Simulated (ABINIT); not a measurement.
ZrS2:

```xyz
3
Lattice="3.6914 0.0000 0.0000 -1.8457 3.1968 0.0000 0.0000 0.0000 6.0411" Properties=species:S:1:pos:R:3 pbc="T T T"
Zr    0.0000    0.0000    0.0000
S     0.0000    2.1312    1.4372
S     1.8457    1.0656    4.6038
```

The cell is a database's computed one.

Base run:

| Item | Value |
| --- | --- |
| Program | ABINIT 10.8.3 (patched build) |
| Functional | AM05 |
| Potentials or basis | JTH PAW PBE v2.0 |
| Cutoff | 544 eV |
| k mesh | 8 × 8 × 5 |
| Occupations | fermi-dirac, width 0.05 eV |
| Spin | no spin polarisation |

Its results: band gap on the k mesh 1.00 eV, indirect (least direct gap 1.59 eV); pressure -2.3 GPa; largest force 0.230 eV/Å.

Problem. After a change of settings the same cell gave: band gap on the k mesh 1.05 eV, indirect (least direct gap 1.64 eV); pressure 0.3 GPa; largest force 0.032 eV/Å. Which change was it?
A. functional from AM05 to LDA; potentials or basis from JTH PAW PBE v2.0 to JTH PAW LDA v2.0
B. functional from AM05 to PBE
C. functional from AM05 to PBEsol
D. functional from AM05 to PBEsol; k mesh from 8 × 8 × 5 to 5 × 5 × 3

Solution. B.

PBE binds less tightly than AM05, so the same cell stands under more pressure.

Caveats: this functional lacks dispersion, which binds the layers, so the pressure and a relaxed spacing across them are unreliable; the PAW data sets were made with another functional, which shifts forces and pressure a little (some runs); an odd mesh through Γ misses points on the zone boundary, where band edges often lie (some runs).
